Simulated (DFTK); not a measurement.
Fe: single point with PBE

The system is Fe.

```xyz
1
Lattice="-1.4430 1.4430 1.4430 1.4430 -1.4430 1.4430 1.4430 1.4430 -1.4430" Properties=species:S:1:pos:R:3 pbc="T T T"
Fe    0.0000    0.0000    0.0000
```

| Quantity | Value |
| --- | --- |
| Program | DFTK 0.8.2 |
| Task | single point |
| Functional | PBE |
| Potentials or basis | dojo.nc.sr.pbe.v0_5.stringent.upf (PBE) |
| Cutoff | 1605 eV |
| k mesh | 13 × 13 × 13 |
| Occupations | fermi-dirac, width 0.05 eV |
| Spin | collinear spin, ferromagnetic start |
| Starting moments | [3.0] μB |

```yaml
Pressure: -7.9 GPa
Band_gap_on_the_k_mesh: none (metal or under the smearing width)
Net_moment: 2.35 μB per cell
Absolute_moment: 2.50 μB per cell
Site_moments: Fe +2.35 μB
```

Levels at points of the mesh, in eV from the Fermi level:
Spin up:
| k point | band 7 | band 8 | band 9 | band 10 | band 11 | band 12 |
| --- | --- | --- | --- | --- | --- | --- |
| (0.00, 0.00, 0.00) | -2.24 | -2.24 | -1.12 | -1.12 | 23.97 | 23.97 |
Spin down:
| k point | band 5 | band 6 | band 7 | band 8 | band 9 | band 10 |
| --- | --- | --- | --- | --- | --- | --- |
| (0.00, 0.00, 0.00) | -8.03 | -0.04 | -0.04 | -0.04 | 1.90 | 1.90 |

Wall time 110 s on 1 thread of AMD EPYC 9R45 96-Core Processor (Zen 5), with other jobs on the host, peak memory 2 GiB.
